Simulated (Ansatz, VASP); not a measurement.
## Cross-check of SiC (SiC(110)) between VASP and Ansatz

Wanted: the spread between two codes on one cell, functional and k mesh. The structure shown is the end of the VASP relaxation below.

Calculated with Ansatz 0.2.0; plane waves, with VASP 6.6.1 beside it; single point at PBE and band structure at PBE.

### Step 1. Set-up

The cell holds 18 atoms: 9 Si and 9 C. Cell: a = 3.097 Å, b = 4.379 Å, c = 28.387 Å, α = 90.0°, β = 90.0°, γ = 90.0°. It derives from SiC. As first built, before any earlier steps moved the atoms (in the runner's words): 9 layers, cut at this functional's lattice. Vacuum lies along c.

### Step 2. VASP: relaxation, PBE

This run makes the geometry at which the two programs are then compared.

Lines of VASP's logs that name or quote its potential files are left out, and so is its time.

INCAR

```
SYSTEM = SiC
PREC = Normal
ENCUT = 440
EDIFF = 1E-05
NELM = 120
ISMEAR = 0
SIGMA = 0.03
LREAL = Auto
ALGO = Fast
GGA = PE
NBANDS = 54
LORBIT = 11
LWAVE = .FALSE.
LCHARG = .FALSE.
KPAR = 4
IBRION = 2
NSW = 60
ISIF = 2
EDIFFG = -0.03
POTIM = 0.4
MAXMIX = 40
IDIPOL = 3
LDIPOL = .TRUE.
DIPOL = 0.5 0.5 0.5
```

POSCAR

```
SiC
1.0
    3.0967378384      0.0000000000      0.0000000000
    0.0000000000      4.3794486502      0.0000000000
    0.0000000000      0.0000000000     28.3869513537
Si C
9 9
Direct
    0.0000000000      0.0000000000      0.2818196300
    0.5000000000      0.5000000000      0.3363647200
    0.0000000000      0.0000000000      0.3909098100
    0.5000000000      0.5000000000      0.4454549100
    0.0000000000      0.0000000000      0.5000000000
    0.5000000000      0.5000000000      0.5545450900
    0.0000000000      0.0000000000      0.6090901900
    0.5000000000      0.5000000000      0.6636352800
    0.0000000000      0.0000000000      0.7181803700
    0.0000000000      0.7500000000      0.3363647200
    0.5000000000      0.2500000000      0.2818196300
    0.0000000000      0.7500000000      0.4454549100
    0.5000000000      0.2500000000      0.3909098100
    0.0000000000      0.7500000000      0.5545450900
    0.5000000000      0.2500000000      0.5000000000
    0.0000000000      0.7500000000      0.6636352800
    0.5000000000      0.2500000000      0.6090901900
    0.5000000000      0.2500000000      0.7181803700
```

KPOINTS

```
Automatic mesh
0
Gamma
8 6 1
0 0 0
```

PAW data sets: Si and C (PBE family, release 64).

On the command line:

```bash
$ mpirun -np 4 vasp_std
```

Numbers of over 12 decimals in the logs are rounded to 6 here.

Log:

```text
[banner, memory and clock lines left out]
running    4 mpi-ranks, on    1 nodes
 distrk:  each k-point on    1 cores,    4 groups
 distr:  one band on    1 cores,    1 groups

 POSCAR found type information on POSCAR SiC
 POSCAR found :  2 types and      18 ions
 LDA part: xc-table for (Slater+PW92), standard interpolation
 POSCAR, INCAR and KPOINTS ok, starting setup
 FFT: planning ... GRIDC
 FFT: planning ... GRID_SOFT
 FFT: planning ... GRID
 WAVECAR not read
 entering main loop
       N       E                     dE             d eps       ncg     rms          rms(c)
DAV:   1     0.345677642405E+03    0.34568E+03   -0.27152E+04  2160   0.969E+02
DAV:   2    -0.976496888957E+02   -0.44333E+03   -0.42075E+03  2894   0.221E+02
DAV:   3    -0.145246350430E+03   -0.47597E+02   -0.46880E+02  2692   0.701E+01
DAV:   4    -0.147553685674E+03   -0.23073E+01   -0.22997E+01  3048   0.172E+01
DAV:   5    -0.147642654584E+03   -0.88969E-01   -0.88907E-01  3018   0.305E+00    0.259E+01
RMM:   6    -0.129251349842E+03    0.18391E+02   -0.45179E+01  2176   0.184E+01    0.112E+01
RMM:   7    -0.129482117376E+03   -0.23077E+00   -0.13710E+01  2189   0.115E+01    0.537E+00
RMM:   8    -0.129316181752E+03    0.16594E+00   -0.82579E-01  2200   0.368E+00    0.208E+00
RMM:   9    -0.129308801599E+03    0.73802E-02   -0.30887E-01  2274   0.190E+00    0.429E-01
RMM:  10    -0.129309487813E+03   -0.68621E-03   -0.59912E-02  2489   0.834E-01    0.255E-01
RMM:  11    -0.129311163468E+03   -0.16757E-02   -0.15402E-02  2377   0.411E-01    0.183E-01
RMM:  12    -0.129311335938E+03   -0.17247E-03   -0.27719E-03  2188   0.192E-01    0.484E-02
RMM:  13    -0.129311729434E+03   -0.39350E-03   -0.12615E-03  2398   0.114E-01    0.425E-02
RMM:  14    -0.129312257327E+03   -0.52789E-03   -0.47341E-04  2203   0.609E-02    0.295E-02
RMM:  15    -0.129312534160E+03   -0.27683E-03   -0.35054E-04  2253   0.468E-02    0.215E-02
RMM:  16    -0.129312680309E+03   -0.14615E-03   -0.78226E-05  2016   0.269E-02    0.545E-03
RMM:  17    -0.129312716789E+03   -0.36480E-04   -0.29721E-05  1565   0.141E-02    0.383E-03
RMM:  18    -0.129312791411E+03   -0.74623E-04   -0.23746E-05  1519   0.928E-03    0.421E-03
RMM:  19    -0.129312805234E+03   -0.13823E-04   -0.35599E-06  1296   0.486E-03    0.300E-03
RMM:  20    -0.129312873562E+03   -0.68328E-04   -0.42720E-06  1192   0.424E-03    0.973E-04
RMM:  21    -0.129312884989E+03   -0.11427E-04   -0.10744E-06   954   0.298E-03    0.888E-04
RMM:  22    -0.129312898607E+03   -0.13618E-04   -0.14417E-06   844   0.272E-03    0.469E-04
RMM:  23    -0.129312899551E+03   -0.94360E-06   -0.34013E-07   762   0.232E-03
   1 F= -.12931290E+03 E0= -.12931261E+03  d E =-.129313E+03
[... from here on, the cycles between the ionic steps are left out ...]
   2 F= -.13024145E+03 E0= -.13024145E+03  d E =-.928551E+00
   3 F= -.13033118E+03 E0= -.13033118E+03  d E =-.101828E+01
  11 F= -.13063607E+03 E0= -.13063607E+03  d E =-.479964E-02
  12 F= -.13063926E+03 E0= -.13063926E+03  d E =-.319727E-02
  13 F= -.13064059E+03 E0= -.13064059E+03  d E =-.452564E-02
  14 F= -.13063955E+03 E0= -.13063955E+03  d E =-.348671E-02
  15 F= -.13064080E+03 E0= -.13064080E+03  d E =-.473534E-02
  16 F= -.13064291E+03 E0= -.13064291E+03  d E =-.211342E-02
  17 F= -.13064303E+03 E0= -.13064303E+03  d E =-.222577E-02
  18 F= -.13064346E+03 E0= -.13064346E+03  d E =-.429385E-03
  19 F= -.13064341E+03 E0= -.13064341E+03  d E =-.383372E-03
  20 F= -.13064356E+03 E0= -.13064356E+03  d E =-.147556E-03
  21 F= -.13064370E+03 E0= -.13064370E+03  d E =-.285305E-03
 curvature:  -1.53 expect dE=-0.308E-03 dE for cont linesearch -0.300E-06
 trial: gam= 0.66104 g(F)=  0.201E-03 g(S)=  0.000E+00 ort = 0.101E-04 (trialstep = 0.128E+01)
 search vector abs. value=  0.444E-03
 bond charge predicted
       N       E                     dE             d eps       ncg     rms          rms(c)
DAV:   1    -0.130643852581E+03   -0.15819E-03   -0.38103E-02  2392   0.832E-01    0.808E-02
RMM:   2    -0.130643818452E+03    0.34128E-04   -0.51510E-04  2189   0.915E-02    0.413E-02
RMM:   3    -0.130643887716E+03   -0.69264E-04   -0.99191E-05  2217   0.398E-02    0.420E-02
RMM:   4    -0.130643890259E+03   -0.25433E-05   -0.25981E-05  1547   0.196E-02
  22 F= -.13064389E+03 E0= -.13064389E+03  d E =-.194491E-03
 trial-energy change:   -0.000194  1 .order   -0.000177   -0.000265   -0.000089
 step:   1.9254(harm=  1.9254)  dis= 0.00257  next Energy=  -130.643895 (dE=-0.200E-03)
 reached required accuracy - stopping structural energy minimisation
```

OUTCAR, selected parts (step 2):

```text
ion  position               nearest neighbor table
   1  0.000  0.000  0.282-  10 1.90  11 1.90  11 1.90   3 3.10   2 3.10   2 3.10   2 3.10   2 3.10

  LATTYP: Found a simple orthorhombic cell.
 ALAT       =     3.0967378384
 B/A-ratio  =     1.4142135624
 C/A-ratio  =     9.1667273224

 Subroutine GETGRP returns: Found  4 space group operations
 (whereof  4 operations were pure point group operations)

The static configuration has the point symmetry C_2v.

 Found     20 irreducible k-points:

   k-points           NKPTS =     20   k-points in BZ     NKDIM =     20   number of bands    NBANDS=     54

   dimension x,y,z NGX =    16 NGY =   24 NGZ =  150
   dimension x,y,z NGXF=    32 NGYF=   48 NGZF=  300

   ENCUT  =  440.0 eV  32.34 Ry    5.69 a.u.   5.30  7.49 48.55*2*pi/ulx,y,z

   NELECT =      72.0000    total number of electrons

 k-points in reciprocal lattice and weights: Automatic mesh
   0.00000000  0.00000000  0.00000000       0.021
   0.12500000  0.00000000  0.00000000       0.042
   0.25000000  0.00000000  0.00000000       0.042
   0.37500000  0.00000000  0.00000000       0.042
   0.50000000  0.00000000  0.00000000       0.021
   0.00000000  0.16666667  0.00000000       0.042
   0.12500000  0.16666667  0.00000000       0.083
   0.25000000  0.16666667  0.00000000       0.083
   0.37500000  0.16666667  0.00000000       0.083
[...]
0.37500000  0.50000000  0.00000000       0.042
   0.50000000  0.50000000  0.00000000       0.021

 dipolmoment           0.000000      0.000000     -0.000000 electrons x Angstroem

 average (electrostatic) potential at core
       1 -87.8933       2 -87.6670       3 -87.8391       4 -87.6935       5 -87.7518
       6 -87.6935       7 -87.8391       8 -87.6670       9 -87.8933      10 -52.2976
      11 -51.7011      12 -52.2110      13 -52.0912      14 -52.2110      15 -52.1386
      16 -52.2976      17 -52.0912      18 -51.7011

 E-fermi :   1.4942

 k-point     1 :       0.0000    0.0000    0.0000
  band No.  band energies     occupation
    ...
     32       0.3574      2.00000
     33       0.6377      2.00000
     34       0.7641      2.00000
     35       0.9413      2.00000
     36       0.9972      2.00000
     37       2.5822      0.00000
     38       3.2039      0.00000
     39       4.0238      0.00000
     40       4.2342      0.00000
     41       4.3598      0.00000
    ...

 k-point     2 :       0.1250    0.0000    0.0000
  band No.  band energies     occupation
    ...
     32      -0.1412      2.00000
     33      -0.0580      2.00000
     34       0.0697      2.00000
     35       0.8021      2.00000
     36       0.8684      2.00000
     37       3.3808      0.00000
     38       4.0133      0.00000
     39       4.3251      0.00000
     40       4.5788      0.00000
     41       4.9697      0.00000
    ...

 k-point     3 :       0.2500    0.0000    0.0000
  band No.  band energies     occupation
    ...
     32      -0.9680      2.00000
     33      -0.7746      2.00000
     34      -0.0976      2.00000
     35       0.5389      2.00000
     36       0.6757      2.00000
     37       3.5599      0.00000
     38       3.6899      0.00000
     39       4.3875      0.00000
     40       4.5230      0.00000
     41       4.8626      0.00000
    ...

  Total        0.7747895      1.1805167     -0.8952182      0.0000000      0.0000000      0.0000000
  in kB        3.2244203      4.9129245     -3.7256055      0.0000000      0.0000000      0.0000000
  external PRESSURE =       1.4705798 kB  Pullay stress =       0.0000000 kB

  energy-cutoff  :      440.00
  volume of cell :      384.98
      direct lattice vectors                 reciprocal lattice vectors
     3.096737838  0.000000000  0.000000000     0.322920458  0.000000000  0.000000000
     0.000000000  4.379448650  0.000000000     0.000000000  0.228339245  0.000000000
     0.000000000  0.000000000 28.386951354     0.000000000  0.000000000  0.035227453

 POSITION                                       TOTAL-FORCE (eV/Angst)
 -----------------------------------------------------------------------------------
      3.09674      0.19766      8.24611        -0.000000      0.001658      0.003268
      1.54837      2.16885      9.48726        -0.000000     -0.007957      0.006182
      3.09674      4.36955     11.10425        -0.000000     -0.005313      0.006035
      1.54837      2.16617     12.63997        -0.000000     -0.000354     -0.005132
      0.00000      4.36119     14.19348        -0.000000      0.006122      0.000000
      1.54837      2.16617     15.74698         0.000000     -0.000354      0.005132
      3.09674      4.36955     17.28270        -0.000000     -0.005313     -0.006035
      1.54837      2.16885     18.89969        -0.000000     -0.007957     -0.006182
      3.09674      0.19766     20.14084        -0.000000      0.001658     -0.003268
      0.00000      3.23797      9.52717        -0.000000     -0.003931      0.002065
      1.54837      1.04830      8.00010        -0.000000     -0.005547      0.022530
      0.00000      3.26163     12.64305         0.000000      0.006845     -0.000973
      1.54837      1.08649     11.08747        -0.000000      0.002657      0.000027
      0.00000      3.26163     15.74390         0.000000      0.006845      0.000973
      1.54837      1.07548     14.19348        -0.000000      0.017763      0.000000
      0.00000      3.23797     18.85978         0.000000     -0.003931     -0.002065
      1.54837      1.08649     17.29948         0.000000      0.002657     -0.000027
      1.54837      1.04830     20.38685        -0.000000     -0.005547     -0.022530
 -----------------------------------------------------------------------------------
    total drift:                                0.000000      0.049670     -0.000004

  FREE ENERGIE OF THE ION-ELECTRON SYSTEM (eV)
  ---------------------------------------------------
  free  energy   TOTEN  =      -130.6438902594 eV

  energy  without entropy=     -130.6438902593  energy(sigma->0) =     -130.64389026

 reached required accuracy - stopping structural energy minimisation

 vacuum level on the upper side and lower side of the slab         6.612         6.612

 total charge
# of ion       s       p       d       tot
------------------------------------------
    1        0.752   0.936   0.000   1.688
    2        0.701   0.950   0.000   1.651
    3        0.707   0.949   0.000   1.656
    4        0.707   0.962   0.000   1.669
    5        0.706   0.958   0.000   1.664
    6        0.707   0.962   0.000   1.669
    7        0.707   0.949   0.000   1.656
    8        0.701   0.950   0.000   1.651
    9        0.752   0.936   0.000   1.688
   10        0.847   1.689   0.000   2.536
   11        0.862   1.645   0.000   2.507
   12        0.838   1.691   0.000   2.530
   13        0.839   1.684   0.000   2.523
   14        0.838   1.691   0.000   2.530
   15        0.838   1.694   0.000   2.532
   16        0.847   1.689   0.000   2.536
   17        0.839   1.684   0.000   2.523
   18        0.862   1.645   0.000   2.507
--------------------------------------------------
tot         14.051  23.664   0.000  37.716

[... 3 further parts left out ...]
```

CONTCAR:

```
SiC
   1.00000000000000
     3.0967378384000002    0.0000000000000000    0.0000000000000000
     0.0000000000000000    4.3794486501999996    0.0000000000000000
     0.0000000000000000    0.0000000000000000   28.3869513536999989
  Si              C
     9     9
Direct
     1.0000000000000000    0.0451324174704383    0.2904894283643599
     0.5000000000000000    0.4952336601323689    0.3342121597550282
     1.0000000000000000    0.9977402658243946    0.3911745637170954
     0.5000000000000000    0.4946209941807072    0.4452740950010117
     0.0000000000000000    0.9958317331856051    0.5000000000000000
     0.5000000000000000    0.4946209941807072    0.5547259049989883
     1.0000000000000000    0.9977402658243946    0.6088254362829049
     0.5000000000000000    0.4952336601323689    0.6657878402449718
     1.0000000000000000    0.0451324174704383    0.7095105716356399
     0.0000000000000000    0.7393563967926100    0.3356180360558191
     0.5000000000000000    0.2393671223666562    0.2818231396110375
     0.0000000000000000    0.7447574194346525    0.4453823609515357
     0.5000000000000000    0.2480891813027889    0.3905833483115768
     0.0000000000000000    0.7447574194346525    0.5546176390484644
     0.5000000000000000    0.2455733518051612    0.5000000000000000
     0.0000000000000000    0.7393563967926100    0.6643819639441809
     0.5000000000000000    0.2480891813027889    0.6094166516884232
     0.5000000000000000    0.2393671223666562    0.7181768603889623
```

The run keeps the 4 symmetry operations of its start, so it cannot find a distortion of lower symmetry.

[end of part 1 of 3]

[Lines on the potential files, build, host, timing and source positions are cut from VASP's logs without a mark.]

[Logs are printed without paths, hosts, clocks, repeated set-up lines and the standing remarks that a program may print on its own settings, such as how far it seeks lower states.]

[Hosts, paths, dates, database ids (printed as entryN), source tags and the programs' standing remarks are cut or masked in the printed files.]
